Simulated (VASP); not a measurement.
Wanted: the native input for a VASP 6.6.1 run.

```yaml
Task: electric field gradients
Functional: PBE
Potentials_or_basis: VASP PAW PBE potentials, release 64 (Mg, Ge_d)
Cutoff: 520 eV
k_mesh: 10 × 10 × 10
Occupations: fermi-dirac, width 0.03 eV
Spin: no spin polarisation
Dipole_correction: no
Further_INCAR_settings: ALGO = Fast; EDIFF = 1e-08; NBANDS = 16
```

The structure of Mg2Ge lies in POSCAR:

```
Mg2Ge
1.0
    0.0000000000      3.1890000000      3.1890000000
    3.1890000000      0.0000000000      3.1890000000
    3.1890000000      3.1890000000      0.0000000000
Mg Ge
2 1
Direct
    0.2500000000      0.2500000000      0.2500000000
    0.7500000000      0.7500000000      0.7500000000
    0.0000000000      0.0000000000      0.0000000000
```

The input as run:

INCAR

```
SYSTEM = Mg2Ge
PREC     = Accurate       ! precision mode
ENCUT    = 520            ! plane-wave cutoff, eV
EDIFF    = 1E-8           ! SCF threshold, eV
ISMEAR   = -1             ! smearing method
SIGMA    = 0.03           ! smearing width, eV
LREAL    = .FALSE.        ! projectors in reciprocal space
LASPH    = .TRUE.         ! aspherical terms in the spheres
NELM     = 100            ! most SCF steps
ALGO     = Fast           ! electronic algorithm
ISIF     = 2              ! what is computed and relaxed
LWAVE    = .FALSE.        ! write WAVECAR
LCHARG   = .FALSE.        ! write CHGCAR
GGA      = PE             ! functional
LEFG     = .TRUE.       
NBANDS   = 16             ! bands
```

KPOINTS

```
Automatic mesh
0
G
  10 10 10
  0 0 0
```

Potentials or basis: VASP PAW PBE potentials, release 64 (Mg, Ge_d).

Run with:

```bash
$ cat potpaw_PBE.64/Mg/POTCAR potpaw_PBE.64/Ge_d/POTCAR > POTCAR
$ mpirun -np 1 vasp_std > vasp.out
```

It gave:

```json
{
 "Pressure": "0.9 GPa",
 "Band gap on the k mesh": "0.15 eV, indirect (least direct gap 1.06 eV)"
}
```

It took 39 s on 1 thread of Intel(R) Xeon(R) Platinum 8559C (Emerald Rapids) (shared host), peak memory 0.23 GiB.
